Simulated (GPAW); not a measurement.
# ZrB2 (P6/mmm) in GPAW: a series of runs, part 2 of 2

GPAW 26.7.0. The steps go on from the part before.

### Step 4. Relaxation of cell and atoms, PBEsol, target pressure 5 GPa, at which the enthalpy is minimised

Input file run.py:

```python
from ase import Atoms
from ase.filters import FrechetCellFilter
from ase.io import write
from ase.optimize import BFGS
from ase.units import GPa
from gpaw import GPAW, PW, setup_paths

setup_paths.insert(0, '.')

atoms = Atoms(['Zr', 'B', 'B'],
              cell=[[3.17, 0.0, 0.0],
                    [-1.585, 2.74530053, 0.0],
                    [0.0, 0.0, 3.533]],
              scaled_positions=[[0.0, 0.0, 0.0],
                                [0.6666666667, 0.3333333333, 0.5],
                                [0.3333333333, 0.6666666667, 0.5]],
              pbc=True)

calc = GPAW(mode=PW(800),
            xc='PBEsol',
            kpts={'size': (7, 7, 6), 'gamma': True},
            occupations={'name': 'fermi-dirac', 'width': 0.05},
            nbands=20,
            convergence={'density': 1e-05, 'forces': 0.0001},
            maxiter=150,
            txt='gpaw.txt')
atoms.calc = calc
opt = BFGS(FrechetCellFilter(atoms, scalar_pressure=5 * GPa), trajectory='relax.traj', logfile='-')
done = opt.run(fmax=0.02, steps=60)
calc.write('gs.gpw')
write('result.traj', atoms)
print('Converged:', done)
print('Cell:', atoms.cell.cellpar().round(4))
print('Volume:', round(atoms.get_volume(), 4))
print(atoms.get_scaled_positions().round(5))
```

Potentials or basis: PAW data sets generated in the run's folder for this functional, pw.

Run with:

```console
$ gpaw-setup -f PBEsol B Zr
$ OMP_NUM_THREADS=1 python run.py
```

gpaw.txt:

```text
__  _  _
 | _ |_)|_||  |
 |__||  | ||/\| - 26.7.0

Input parameters:
  mode=PW(ecut=800.0),
  convergence={'density': 1e-05, 'forces': 0.0001},
  kpts=MonkhorstPack(size=(7, 7, 6), gamma=True),
  maxiter=150,
  nbands=20,
  occupations=Occupations(name='fermi-dirac', width=0.05),
  xc=XC(name='PBEsol')

Diagonalizing LCAO Hamiltonian
Converting LCAO to pw mode

         B  B

       Zr

Atoms  # Å, Bohr magnetons
|   | symbol |         x |        y |        z |    initial magnetic moments |
|---|--------|-----------|----------|----------|-----------------------------|
| 0 |     Zr |  0.000000 | 0.000000 | 0.000000 | ( 0.0000,  0.0000,  0.0000) |
| 1 |      B |  1.585000 | 0.915100 | 1.766500 | ( 0.0000,  0.0000,  0.0000) |
| 2 |      B | -0.000000 | 1.830200 | 1.766500 | ( 0.0000,  0.0000,  0.0000) |
[... 225 lines left out ...]
No gap
No difference between direct/indirect transitions

Stress tensor  # eV/Ang^3
|         x |         y |        z |
|-----------|-----------|----------|
|  0.027807 | -0.000000 | 0.000000 |
| -0.000000 |  0.027807 | 0.000000 |
|  0.000000 |  0.000000 | 0.034850 |

Forces  # eV/Ang
|        x |        y |       z |
|----------|----------|---------|
|  0.00000 |  0.00000 | 0.00000 |  # Zr   0
| -0.00000 |  0.00000 | 0.00000 |  # B    1
|  0.00000 | -0.00000 | 0.00000 |  # B    2
[... 237 lines left out ...]
No gap
No difference between direct/indirect transitions

Stress tensor  # eV/Ang^3
|        x |        y |        z |
|----------|----------|----------|
| 0.014376 | 0.000000 | 0.000000 |
| 0.000000 | 0.014376 | 0.000000 |
| 0.000000 | 0.000000 | 0.022052 |

Forces  # eV/Ang
|        x |        y |       z |
|----------|----------|---------|
|  0.00000 |  0.00000 | 0.00000 |  # Zr   0
|  0.00000 | -0.00000 | 0.00000 |  # B    1
| -0.00000 |  0.00000 | 0.00000 |  # B    2
[... 7 lines left out ...]
Atoms  # Å, Bohr magnetons
|   | symbol |         x |        y |        z |    initial magnetic moments |
|---|--------|-----------|----------|----------|-----------------------------|
| 0 |     Zr |  0.000000 | 0.000000 | 0.000000 | ( 0.0000,  0.0000,  0.0000) |
| 1 |      B |  1.564769 | 0.903420 | 1.740432 | ( 0.0000,  0.0000,  0.0000) |
| 2 |      B | -0.000000 | 1.806840 | 1.740432 | ( 0.0000,  0.0000,  0.0000) |

Unit cell  # Å
| periodic |         x |         y |        z |  lengths |     angles |
|----------|-----------|-----------|----------|----------|------------|
|      yes |  3.129538 | -0.000000 | 0.000000 | 3.129538 |  90.000000 |
|      yes | -1.564769 |  2.710260 | 0.000000 | 3.129538 |  90.000000 |
|      yes |  0.000000 | -0.000000 | 3.480863 | 3.480863 | 120.000000 |

Number of symmetries: 24
Symmetry operations  # r_c * U_cc + t_c -> r_c
|    | kind |            matrix            |
|----|------|------------------------------|
|  0 |  σ   |  1, 1, 0,  0,-1, 0,  0, 0, 1 |
|  1 |  C2  |  1, 1, 0,  0,-1, 0,  0, 0,-1 |
|  2 |  C6  |  1, 1, 0, -1, 0, 0,  0, 0, 1 |
|  3 |  S6  |  1, 1, 0, -1, 0, 0,  0, 0,-1 |
|  4 |  E   |  1, 0, 0,  0, 1, 0,  0, 0, 1 |
|  5 |  σ   |  1, 0, 0,  0, 1, 0,  0, 0,-1 |
|  6 |  σ   |  1, 0, 0, -1,-1, 0,  0, 0, 1 |
|  7 |  C2  |  1, 0, 0, -1,-1, 0,  0, 0,-1 |
|  8 |  σ   |  0, 1, 0,  1, 0, 0,  0, 0, 1 |
[... 226 lines left out ...]
Atoms  # Å, Bohr magnetons
|   | symbol |         x |        y |        z |    initial magnetic moments |
|---|--------|-----------|----------|----------|-----------------------------|
| 0 |     Zr |  0.000000 | 0.000000 | 0.000000 | ( 0.0000,  0.0000,  0.0000) |
| 1 |      B |  1.565532 | 0.903860 | 1.740680 | ( 0.0000,  0.0000,  0.0000) |
| 2 |      B | -0.000000 | 1.807721 | 1.740680 | ( 0.0000,  0.0000,  0.0000) |

Unit cell  # Å
| periodic |         x |         y |         z |  lengths |     angles |
|----------|-----------|-----------|-----------|----------|------------|
|      yes |  3.131064 |  0.000000 |  0.000000 | 3.131064 |  90.000000 |
|      yes | -1.565532 |  2.711581 | -0.000000 | 3.131064 |  90.000000 |
|      yes |  0.000000 | -0.000000 |  3.481361 | 3.481361 | 120.000000 |

Number of symmetries: 24
Symmetry operations  # r_c * U_cc + t_c -> r_c
|    | kind |            matrix            |
|----|------|------------------------------|
|  0 |  σ   |  1, 1, 0,  0,-1, 0,  0, 0, 1 |
|  1 |  C2  |  1, 1, 0,  0,-1, 0,  0, 0,-1 |
|  2 |  C6  |  1, 1, 0, -1, 0, 0,  0, 0, 1 |
|  3 |  S6  |  1, 1, 0, -1, 0, 0,  0, 0,-1 |
|  4 |  E   |  1, 0, 0,  0, 1, 0,  0, 0, 1 |
|  5 |  σ   |  1, 0, 0,  0, 1, 0,  0, 0,-1 |
|  6 |  σ   |  1, 0, 0, -1,-1, 0,  0, 0, 1 |
|  7 |  C2  |  1, 0, 0, -1,-1, 0,  0, 0,-1 |
|  8 |  σ   |  0, 1, 0,  1, 0, 0,  0, 0, 1 |
[... 149 lines left out ...]
SCF iterations
|iter     | |      energy | eigst |  dens |force |
|---------|-|-------------|-------|-------|------|
|iter:   1| |  -25.413535 | -3.54 |       |      |
|iter:   2| |  -25.413528 | -5.68 | -3.36 |      |
|iter:   3| |  -25.413501c| -5.73 | -3.39 |      |
|iter:   4| |  -25.413501c| -7.18 | -4.02 |      |
|iter:   5| |  -25.413502c| -8.17c| -4.44 |      |
|iter:   6| |  -25.413502c| -8.59c| -4.78 |      |
|iter:   7| |  -25.413502c| -9.72c| -5.76c|      |
|iter:   8| |  -25.413502c|-10.50c| -6.38c|-16.32c|

Converged in 8 steps
Energy contributions relative to reference atoms: (reference = -99169.565572)

Energy contributions:
  Kinetic:          22.578525
  Coulomb:         -20.485299
  Zero:              0.392295
  External:          0.000000
  Xc:              -27.897629
  Entropy:          -0.002787
  Spinorbit:         0.000000
  ----------------------------
  Free energy:     -25.414895
  Extrapolated:    -25.413502
[... 50 lines left out ...]
Atoms  # Å, Bohr magnetons
|   | symbol |         x |        y |        z |    initial magnetic moments |
|---|--------|-----------|----------|----------|-----------------------------|
| 0 |     Zr | -0.000000 | 0.000000 | 0.000000 | ( 0.0000,  0.0000,  0.0000) |
| 1 |      B |  1.566412 | 0.904368 | 1.740043 | ( 0.0000,  0.0000,  0.0000) |
| 2 |      B | -0.000000 | 1.808736 | 1.740043 | ( 0.0000,  0.0000,  0.0000) |

Unit cell  # Å
| periodic |         x |        y |         z |  lengths |     angles |
|----------|-----------|----------|-----------|----------|------------|
|      yes |  3.132823 | 0.000000 | -0.000000 | 3.132823 |  90.000000 |
|      yes | -1.566412 | 2.713104 |  0.000000 | 3.132823 |  90.000000 |
|      yes |  0.000000 | 0.000000 |  3.480086 | 3.480086 | 120.000000 |

Number of symmetries: 24
Symmetry operations  # r_c * U_cc + t_c -> r_c
|    | kind |            matrix            |
|----|------|------------------------------|
|  0 |  σ   |  1, 1, 0,  0,-1, 0,  0, 0, 1 |
|  1 |  C2  |  1, 1, 0,  0,-1, 0,  0, 0,-1 |
|  2 |  C6  |  1, 1, 0, -1, 0, 0,  0, 0, 1 |
|  3 |  S6  |  1, 1, 0, -1, 0, 0,  0, 0,-1 |
|  4 |  E   |  1, 0, 0,  0, 1, 0,  0, 0, 1 |
|  5 |  σ   |  1, 0, 0,  0, 1, 0,  0, 0,-1 |
|  6 |  σ   |  1, 0, 0, -1,-1, 0,  0, 0, 1 |
|  7 |  C2  |  1, 0, 0, -1,-1, 0,  0, 0,-1 |
|  8 |  σ   |  0, 1, 0,  1, 0, 0,  0, 0, 1 |
[... 224 lines left out ...]
Atoms  # Å, Bohr magnetons
|   | symbol |         x |        y |        z |    initial magnetic moments |
|---|--------|-----------|----------|----------|-----------------------------|
| 0 |     Zr |  0.000000 | 0.000000 | 0.000000 | ( 0.0000,  0.0000,  0.0000) |
| 1 |      B |  1.567350 | 0.904910 | 1.738218 | ( 0.0000,  0.0000,  0.0000) |
| 2 |      B | -0.000000 | 1.809820 | 1.738218 | ( 0.0000,  0.0000,  0.0000) |

Unit cell  # Å
| periodic |         x |         y |         z |  lengths |     angles |
|----------|-----------|-----------|-----------|----------|------------|
|      yes |  3.134701 |  0.000000 |  0.000000 | 3.134701 |  90.000000 |
|      yes | -1.567350 |  2.714731 | -0.000000 | 3.134701 |  90.000000 |
|      yes | -0.000000 | -0.000000 |  3.476437 | 3.476437 | 120.000000 |

Number of symmetries: 24
Symmetry operations  # r_c * U_cc + t_c -> r_c
|    | kind |            matrix            |
|----|------|------------------------------|
|  0 |  σ   |  1, 1, 0,  0,-1, 0,  0, 0, 1 |
|  1 |  C2  |  1, 1, 0,  0,-1, 0,  0, 0,-1 |
|  2 |  C6  |  1, 1, 0, -1, 0, 0,  0, 0, 1 |
|  3 |  S6  |  1, 1, 0, -1, 0, 0,  0, 0,-1 |
|  4 |  E   |  1, 0, 0,  0, 1, 0,  0, 0, 1 |
|  5 |  σ   |  1, 0, 0,  0, 1, 0,  0, 0,-1 |
|  6 |  σ   |  1, 0, 0, -1,-1, 0,  0, 0, 1 |
|  7 |  C2  |  1, 0, 0, -1,-1, 0,  0, 0,-1 |
|  8 |  σ   |  0, 1, 0,  1, 0, 0,  0, 0, 1 |
[... 205 lines left out ...]
Stress tensor  # eV/Ang^3
|         x |         y |         z |
|-----------|-----------|-----------|
| -0.030306 | -0.000000 |  0.000000 |
| -0.000000 | -0.030306 |  0.000000 |
|  0.000000 |  0.000000 | -0.028436 |

Forces  # eV/Ang
|       x |        y |       z |
|---------|----------|---------|
| 0.00000 |  0.00000 | 0.00000 |  # Zr   0
| 0.00000 | -0.00000 | 0.00000 |  # B    1
| 0.00000 |  0.00000 | 0.00000 |  # B    2

Interpolating wave functions to new cell
[... 236 lines left out ...]
Stress tensor  # eV/Ang^3
|         x |         y |         z |
|-----------|-----------|-----------|
| -0.030559 | -0.000000 |  0.000000 |
| -0.000000 | -0.030559 |  0.000000 |
|  0.000000 |  0.000000 | -0.030464 |

Forces  # eV/Ang
|       x |        y |       z |
|---------|----------|---------|
| 0.00000 |  0.00000 | 0.00000 |  # Zr   0
| 0.00000 | -0.00000 | 0.00000 |  # B    1
| 0.00000 |  0.00000 | 0.00000 |  # B    2

# Writing to gs.gpw (mode='')
```

Run time: 1.8 min. Hardware: 1 thread of Arm Neoverse V1, shared host; peak memory 0.24 GiB.

Results:

```
Free energy                                            : -25.4155 eV
Relaxed volume                                         : 9.86 Å³/atom
Relaxed cell                                           : a = 3.135 Å, b = 3.135 Å, c = 3.474 Å, α = 90.00°, β = 90.00°, γ = 120.00°
Space group after relaxing (to 0.05 Å)                 : P6/mmm (No. 191)
Energy change on relaxing (the enthalpy is what falls) : +0.0 meV/atom
Ionic steps                                            : 7
Pressure after relaxing                                : 4.9 GPa
Band gap on the k mesh                                 : none (metal or under the smearing width)
```

Final structure:
```yaml
crystal:
  lattice:
    - [3.13501, 0.00000, 0.00000]
    - [-1.56750, 2.71499, 0.00000]
    - [0.00000, 0.00000, 3.47387]
  atoms:
    - { symbol: Zr, position: [0.00000, 0.00000, 0.00000] }
    - { symbol: B, position: [0.66667, 0.33333, 0.50000] }
    - { symbol: B, position: [0.33333, 0.66667, 0.50000] }
```

Levels at points of the mesh, in eV from the Fermi level:
```
           k point  band 7  band 8  band 9  band 10  band 11  band 12
(0.00, 0.00, 0.00)   -2.54   -2.49   -2.06     3.76     3.76     4.63
(0.00, 0.00, 0.50)   -0.79   -0.79    0.47     0.47     0.99     0.99
```

Caveat: later steps reuse the first step's grids.

### Step 5. Relaxation of cell and atoms, PBEsol, target pressure 10 GPa, at which the enthalpy is minimised

run.py, as its differences from that of step 4:

```diff
@@ -27,3 +27,3 @@
 atoms.calc = calc
-opt = BFGS(FrechetCellFilter(atoms, scalar_pressure=5 * GPa), trajectory='relax.traj', logfile='-')
+opt = BFGS(FrechetCellFilter(atoms, scalar_pressure=10 * GPa), trajectory='relax.traj', logfile='-')
 done = opt.run(fmax=0.02, steps=60)
```

Potentials or basis: PAW data sets generated in the run's folder for this functional, pw.

Run with:

```console
$ gpaw-setup -f PBEsol B Zr
$ OMP_NUM_THREADS=1 python run.py
```

gpaw.txt:

```text
__  _  _
 | _ |_)|_||  |
 |__||  | ||/\| - 26.7.0

Input parameters:
  mode=PW(ecut=800.0),
  convergence={'density': 1e-05, 'forces': 0.0001},
  kpts=MonkhorstPack(size=(7, 7, 6), gamma=True),
  maxiter=150,
  nbands=20,
  occupations=Occupations(name='fermi-dirac', width=0.05),
  xc=XC(name='PBEsol')

Diagonalizing LCAO Hamiltonian
Converting LCAO to pw mode

         B  B

       Zr

Atoms  # Å, Bohr magnetons
|   | symbol |         x |        y |        z |    initial magnetic moments |
|---|--------|-----------|----------|----------|-----------------------------|
| 0 |     Zr |  0.000000 | 0.000000 | 0.000000 | ( 0.0000,  0.0000,  0.0000) |
[... 493 lines left out ...]
|  0.00000 |  0.00000 | 0.00000 |  # Zr   0
|  0.00000 | -0.00000 | 0.00000 |  # B    1
| -0.00000 |  0.00000 | 0.00000 |  # B    2
[... 261 lines left out ...]
Atoms  # Å, Bohr magnetons
|   | symbol |         x |         y |        z |    initial magnetic moments |
|---|--------|-----------|-----------|----------|-----------------------------|
| 0 |     Zr |  0.000000 | -0.000000 | 0.000000 | ( 0.0000,  0.0000,  0.0000) |
| 1 |      B |  1.556356 |  0.898562 | 1.730203 | ( 0.0000,  0.0000,  0.0000) |
| 2 |      B | -0.000000 |  1.797125 | 1.730203 | ( 0.0000,  0.0000,  0.0000) |

Unit cell  # Å
| periodic |         x |        y |         z |  lengths |     angles |
|----------|-----------|----------|-----------|----------|------------|
|      yes |  3.112711 | 0.000000 |  0.000000 | 3.112711 |  90.000000 |
|      yes | -1.556356 | 2.695687 | -0.000000 | 3.112711 |  90.000000 |
|      yes |  0.000000 | 0.000000 |  3.460406 | 3.460406 | 120.000000 |

Number of symmetries: 24
Symmetry operations  # r_c * U_cc + t_c -> r_c
|    | kind |            matrix            |
|----|------|------------------------------|
|  0 |  σ   |  1, 1, 0,  0,-1, 0,  0, 0, 1 |
|  1 |  C2  |  1, 1, 0,  0,-1, 0,  0, 0,-1 |
|  2 |  C6  |  1, 1, 0, -1, 0, 0,  0, 0, 1 |
|  3 |  S6  |  1, 1, 0, -1, 0, 0,  0, 0,-1 |
|  4 |  E   |  1, 0, 0,  0, 1, 0,  0, 0, 1 |
|  5 |  σ   |  1, 0, 0,  0, 1, 0,  0, 0,-1 |
|  6 |  σ   |  1, 0, 0, -1,-1, 0,  0, 0, 1 |
|  7 |  C2  |  1, 0, 0, -1,-1, 0,  0, 0,-1 |
|  8 |  σ   |  0, 1, 0,  1, 0, 0,  0, 0, 1 |
[... 966 lines left out ...]
Forces  # eV/Ang
|        x |        y |       z |
|----------|----------|---------|
| -0.00000 |  0.00000 | 0.00000 |  # Zr   0
|  0.00000 | -0.00000 | 0.00000 |  # B    1
|  0.00000 |  0.00000 | 0.00000 |  # B    2

# Writing to gs.gpw (mode='')
```

stdout:

```text
Step          Energy          fmax
BFGS:    0      -23.496583        0.996843
BFGS:    1      -23.530321        0.788593
BFGS:    2      -23.577254        0.077526
BFGS:    3      -23.577588        0.062030
BFGS:    4      -23.577727        0.061356
BFGS:    5      -23.577982        0.031214
BFGS:    6      -23.577997        0.008724
Converged: True
Cell: [  3.1174   3.1174   3.4511  90.      90.     120.    ]
Volume: 29.0447
[[0.      0.      0.     ]
 [0.66667 0.33333 0.5    ]
 [0.33333 0.66667 0.5    ]]
```

Wall time 1.9 min (1 thread of Arm Neoverse V1, shared host); peak memory 0.24 GiB.

What came out:

* Free energy: -25.3908 eV
* Relaxed volume: 9.68 Å³/atom
* Relaxed cell: a = 3.117 Å, b = 3.117 Å, c = 3.451 Å, α = 90.00°, β = 90.00°, γ = 120.00°
* Space group after relaxing (to 0.05 Å): P6/mmm (No. 191)
* Energy change on relaxing (the enthalpy is what falls): +8.2 meV/atom
* Ionic steps: 7
* Pressure after relaxing: 9.9 GPa
* Band gap on the k mesh: none (metal or under the smearing width)

Step by step:
| step | energy change (eV) | largest force (eV/Å) | pressure (GPa) | volume (Å³) |
| --- | --- | --- | --- | --- |
| 1 | 0.0000 | 0.0000 | -4.83 | 30.75 |
| 2 | -0.0079 | 0.0000 | -1.60 | 30.33 |
| 3 | 0.0302 | 0.0000 | 10.70 | 28.97 |
| 4 | 0.0257 | 0.0000 | 10.02 | 29.04 |
| 5 | 0.0245 | 0.0000 | 9.85 | 29.05 |
| 6 | 0.0237 | 0.0000 | 9.71 | 29.06 |
| 7 | 0.0247 | 0.0000 | 9.87 | 29.04 |

Final structure:
```cif
data_structure
_symmetry_space_group_name_H-M 'P 1'
_symmetry_Int_Tables_number 1
_cell_length_a 3.1174
_cell_length_b 3.1174
_cell_length_c 3.4511
_cell_angle_alpha 90.000
_cell_angle_beta 90.000
_cell_angle_gamma 120.000
_cell_volume 29.04
loop_
_atom_site_label
_atom_site_type_symbol
_atom_site_fract_x
_atom_site_fract_y
_atom_site_fract_z
_atom_site_occupancy
Zr1 Zr 0.00000 0.00000 0.00000 1
B1 B 0.66667 0.33333 0.50000 1
B2 B 0.33333 0.66667 0.50000 1
```

Caveat: later steps reuse the first step's grids.

### Step 6. Relaxation of cell and atoms, PBEsol, target pressure 20 GPa, at which the enthalpy is minimised

run.py, as its differences from that of step 5:

```diff
@@ -27,3 +27,3 @@
 atoms.calc = calc
-opt = BFGS(FrechetCellFilter(atoms, scalar_pressure=10 * GPa), trajectory='relax.traj', logfile='-')
+opt = BFGS(FrechetCellFilter(atoms, scalar_pressure=20 * GPa), trajectory='relax.traj', logfile='-')
 done = opt.run(fmax=0.02, steps=60)
```

Potentials or basis: PAW data sets generated in the run's folder for this functional, pw.

Run with:

```console
$ gpaw-setup -f PBEsol B Zr
$ OMP_NUM_THREADS=1 python run.py
```

Run time: 97 s. Hardware: 1 thread of Arm Neoverse V1, shared host; peak memory 0.23 GiB.

It converged, with:

```yaml
Free_energy: -25.3032 eV
Relaxed_volume: 9.37 Å³/atom
Relaxed_cell: a = 3.085 Å, b = 3.085 Å, c = 3.410 Å, α = 90.00°, β = 90.00°, γ = 120.00°
Space_group_after_relaxing_to_0.05_Å: P6/mmm (No. 191)
Energy_change_on_relaxing_the_enthalpy_is_what_falls: +37.5 meV/atom
Ionic_steps: 6
Pressure_after_relaxing: 19.9 GPa
Band_gap_on_the_k_mesh: none (metal or under the smearing width)
```

Step by step:
```
step  energy change (eV)  largest force (eV/Å)  pressure (GPa)  volume (Å³)
   1              0.0000                0.0000           -4.83        30.75
   2             -0.0084                0.0000            0.67        30.06
   3              0.1327                0.0000           21.75        27.96
   4              0.1125                0.0000           19.94        28.11
   5              0.1117                0.0000           19.88        28.12
   6              0.1124                0.0000           19.94        28.11
```

Final structure:
```yaml
crystal:
  lattice:
    - [3.08508, 0.00000, 0.00000]
    - [-1.54254, 2.67176, 0.00000]
    - [0.00000, 0.00000, 3.41009]
  atoms:
    - { symbol: Zr, position: [0.00000, 0.00000, 0.00000] }
    - { symbol: B, position: [0.66667, 0.33333, 0.50000] }
    - { symbol: B, position: [0.33333, 0.66667, 0.50000] }
```

Levels at points of the mesh, in eV from the Fermi level:
```
           k point  band 7  band 8  band 9  band 10  band 11  band 12
(0.00, 0.00, 0.00)   -2.66   -2.60   -1.99     4.01     4.01     4.93
(0.00, 0.00, 0.50)   -0.81   -0.81    0.46     0.46     1.04     1.04
```

Caveat: later steps reuse the first step's grids.

### Step 7. The reference run

An earlier run on the cell as given: functional PBEsol; potentials or basis PAW data sets generated in the run's folder for this functional; cutoff 800 eV; basis pw; k mesh 10 × 10 × 8; occupations fermi-dirac, width 0.05 eV; no spin polarisation.

* Pressure: -4.8 GPa
* Band gap on the k mesh: none (metal or under the smearing width)

### Step 8. Summary

| task | cell | k mesh | optimizer | fmax | max steps | convergence | target pressure | gap on the mesh (eV) | pressure (GPa) |
| --- | --- | --- | --- | --- | --- | --- | --- | --- | --- |
| relaxation of cell and atoms | relaxed | 7 × 7 × 6 | BFGS | 0.02 eV/Å | 60 | density=1e-05 forces=0.0001 | - | none | -0.1 |
| relaxation of cell and atoms | relaxed to 2 GPa | 7 × 7 × 6 | BFGS | 0.02 eV/Å | 60 | density=1e-05 forces=0.0001 | 2 GPa | none | 1.9 |
| relaxation of cell and atoms | relaxed to 5 GPa | 7 × 7 × 6 | BFGS | 0.02 eV/Å | 60 | density=1e-05 forces=0.0001 | 5 GPa | none | 4.9 |
| relaxation of cell and atoms | relaxed to 10 GPa | 7 × 7 × 6 | BFGS | 0.02 eV/Å | 60 | density=1e-05 forces=0.0001 | 10 GPa | none | 9.9 |
| relaxation of cell and atoms | relaxed to 20 GPa | 7 × 7 × 6 | BFGS | 0.02 eV/Å | 60 | density=1e-05 forces=0.0001 | 20 GPa | none | 19.9 |
| single point | as given | 10 × 10 × 8 | - | - | - | - | - | none | -4.8 |

Alike in all rows: level PBEsol; potentials or basis PAW data sets generated in the run's folder for this functional, pw; no spin polarisation; cutoff (eV) 800; smearing fermi-dirac 0.05 eV.

Caveats: later steps reuse the first step's grids (some runs).

Absolute energies hang on the potentials; compare differences alone.
